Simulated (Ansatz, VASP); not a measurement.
# Be in VASP and in Ansatz

```
Be
1.0
     2.17056    0.00000    0.00000
    -1.08528    1.87976    0.00000
     0.00000    0.00000    3.69240
Be
2
Direct
  0.33333 0.66667 0.25000
  0.66667 0.33333 0.75000
```

Change from the starting cell: strain -0.025 along x and y, +0.050 along z, atoms carried along.

Alike in both runs: task single point; functional LDA; k mesh 30 × 30 × 18; occupations gaussian, width 0.15 eV; no spin polarisation.

```csv
,VASP,Ansatz
version,VASP 6.6.1,Ansatz 0.2.0
potentials or method,"VASP PAW LDA potentials, release 64 (Be)","scalar-relativistic, plane waves, PAW"
plane-wave cutoff (eV),520,420
valence electrons in the cell,4,4
```

```tsv
	VASP	Ansatz	Ansatz less VASP
gap on the k mesh at the Fermi level (eV)	none	none	-
pressure (GPa)	0.8	0.3	-0.46
largest component of the traceless stress (GPa)	18.96	18.95	-0.013
```

A gap of «none» marks a metal or a gap that the smearing closes.
